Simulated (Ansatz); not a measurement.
Al5N and its competing phases

Theory: Ansatz, DFT PBE, scalar-relativistic, plane waves, PAW. All cells share a 420 eV cutoff and Γ-centred k meshes spaced at most about 0.3 Å⁻¹ (about 0.25 or finer for metals, 2π included). No spin polarisation.

The zero of energy is the elements' standard structures at the same level (N₂ as a molecule); no fitted shifts are applied.

These are static total energies at zero pressure.

The competitors are the elements and 1 reference phase of this chemical system (from databases or known types: AlN), relaxed at the same level; other known phases may be missing.

The candidate was reached from: random cell.

```cif
data_structure
_symmetry_space_group_name_H-M 'P4/mmm'
_symmetry_Int_Tables_number 123
_cell_length_a 5.8694
_cell_length_b 5.8694
_cell_length_c 2.8507
_cell_angle_alpha 90.000
_cell_angle_beta 90.000
_cell_angle_gamma 90.000
_cell_volume 98.21
loop_
_atom_site_label
_atom_site_type_symbol
_atom_site_symmetry_multiplicity
_atom_site_Wyckoff_symbol
_atom_site_fract_x
_atom_site_fract_y
_atom_site_fract_z
_atom_site_occupancy
Al1 Al 4 j 0.27688 0.27688 0.00000 1
Al2 Al 1 b 0.00000 0.00000 0.50000 1
N1 N 1 d 0.50000 0.50000 0.50000 1
```

**Question.** Into what would it decompose?

**Answer.** Its formation energy is 0.395 eV/atom. The lowest competing mixture at this composition is this:

```
phase       space group             source  share of atoms  ΔE_f (eV/atom)
   Al                 -            element          0.6667           0.000
  AlN  P6_3mc (No. 186)  Materials Project          0.3333          -1.368
```

The mixture lies at -0.456 eV/atom, and the candidate lies 0.85 eV/atom above it. The candidate matches no cell in the subsets of the Crystallography Open Database and the Materials Project at hand. The margin is far too high for a likely synthesis.
